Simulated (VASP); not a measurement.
HfS2: single point with PBE+D3(BJ)

Slab: HfS2, a slab with vacuum.

```
S Hf
1.0
     3.61835    0.00000    0.00000
    -1.80918    3.13359    0.00000
     0.00000    0.00000   31.82470
S Hf
2 1
Direct
  0.66667 0.33333 0.45427
  0.33333 0.66667 0.54573
  0.00000 0.00000 0.50000
```

| Quantity | Value |
| --- | --- |
| Program | VASP 6.6.1 |
| Task | single point |
| Functional | PBE |
| Dispersion | D3(BJ) |
| Potentials or basis | VASP PAW PBE potentials, release 64 (S, Hf_pv) |
| Cutoff | 520 eV |
| k mesh | 9 × 9 × 1 |
| Occupations | gaussian, width 0.02 eV |
| Spin | no spin polarisation |
| Dipole correction | yes |
| Further INCAR settings | ALGO = Normal; EDIFF = 1e-07; NBANDS = 18 |

The largest force is 0.067 eV/Å. The band gap on the k mesh is 1.25 eV, indirect (least direct gap 2.08 eV) and the dispersion energy per atom is -0.228 eV.

Forces in eV/Å, atoms in the order of the input:
```
S    0.000  0.000  0.067
S    0.000  0.000 -0.067
Hf   0.000  0.000  0.000
```

Levels at points of the mesh, in eV from the valence-band top:
| k point | band 9 | band 10 | band 11 | band 12 | band 13 | band 14 |
| --- | --- | --- | --- | --- | --- | --- |
| (0.00, 0.00, 0.00) | -0.93 | 0.00 | 0.00 | 2.08 | 2.08 | 2.77 |

It took 3 min on 1 thread of Intel(R) Xeon(R) Platinum 8488C (Sapphire Rapids) (shared host), peak memory 0.45 GiB.

Caveat: spin-orbit coupling is left out, which moves the levels of the heavy elements. Expect the measured gap to be larger: semilocal functionals such as PBE lack the derivative discontinuity.
